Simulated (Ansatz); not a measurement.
Sb:

```
CELL_PARAMETERS angstrom
0.00000 2.37124 2.37124
2.37124 0.00000 2.37124
2.37124 2.37124 0.00000
ATOMIC_POSITIONS crystal
Sb 0.00000 0.00000 0.00000
```

This isn't the form of Sb at room conditions, which is rhombohedral.

```yaml
Program: Ansatz 0.2.0
Task: relaxation of cell and atoms
Functional: BLYP
Potentials_or_basis: Ansatz PAW
Cutoff: "420 eV (not typed: the program's choice for these potentials)"
k_mesh: 10 × 10 × 10
Occupations: fermi-dirac, width 0.05 eV
Spin: no spin polarisation
```

At the start: volume 26.67 Å³/atom.

**Question.** How do energy, volume and symmetry change on relaxing?

**Answer.** It ends after 5 steps and the volume is 30.28 Å³/atom (+13.6 %); space group Fm-3m (No. 225, to 0.05 Å).

Step by step:
```
step  energy change (eV)  largest force (eV/Å)  volume (Å³)
   1              0.0000                0.0000        26.67
   2             -0.0751                0.0000        30.76
   3             -0.0761                0.0000        30.39
   4             -0.0762                0.0000        30.28
   5             -0.0767                0.0000        30.28
```

Final structure:
```
Sb
1.0
     0.00000    2.47391    2.47391
     2.47391    0.00000    2.47391
     2.47391    2.47391    0.00000
Sb
1
Direct
  0.00000 0.00000 0.00000
```

Caveat: the plane-wave basis is chosen anew once the cell has moved, so the energies of steps on either side of that aren't comparable; the PAW data sets come from PBE, with cores solved anew for the run's functional, which leaves a small shift of forces and pressure.
